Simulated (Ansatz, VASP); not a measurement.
# One calculation of CaF7, two programs

```xyz
8
Lattice="-2.8167 2.8167 2.8167 2.8167 -2.8167 2.8167 2.8167 2.8167 -2.8167" Properties=species:S:1:pos:R:3 pbc="T T T"
Ca    0.0000    0.0000    0.0000
F     2.8167    0.0000    0.0000
F     0.0000    0.0000    2.8167
F     0.0000    2.8167    0.0000
F     1.4084    1.4084   -1.4084
F     1.4084   -1.4084    1.4084
F    -1.4084    1.4084    1.4084
F     1.4084    1.4084    1.4084
```

Change from the starting cell: species swapped into the Fe7Co type (Im-3m, No. 229).

Alike in both runs: task relaxation of cell and atoms; functional PBE; k mesh 10 × 10 × 10; occupations gaussian, width 0.1 eV; no spin polarisation.

|  | VASP | Ansatz |
| --- | --- | --- |
| version | VASP 6.6.1 | Ansatz 0.2.0 |
| potentials or method | VASP PAW PBE potentials, release 64 (Ca_sv, F) | scalar-relativistic, plane waves, PAW |
| plane-wave cutoff (eV) | 600 | 420 |
| valence electrons in the cell | 59 | 59 |

Ansatz gave:

* gap on the k mesh at the Fermi level, each at its own relaxed structure (eV): none
* relaxed volume (Å³/atom): 11.17
* relaxed cell length with the largest relative difference (Å): 4.879

Q: Estimate VASP's values.

A: gap on the k mesh at the Fermi level, each at its own relaxed structure (eV): none; relaxed volume (Å³/atom): 11.10; relaxed cell length with the largest relative difference (Å): 4.869.

A gap of «none» marks a metal or a gap that the smearing closes.

Caveats: an odd number of electrons without spin polarisation forces a metal; a magnetic or distorted state may lie lower.
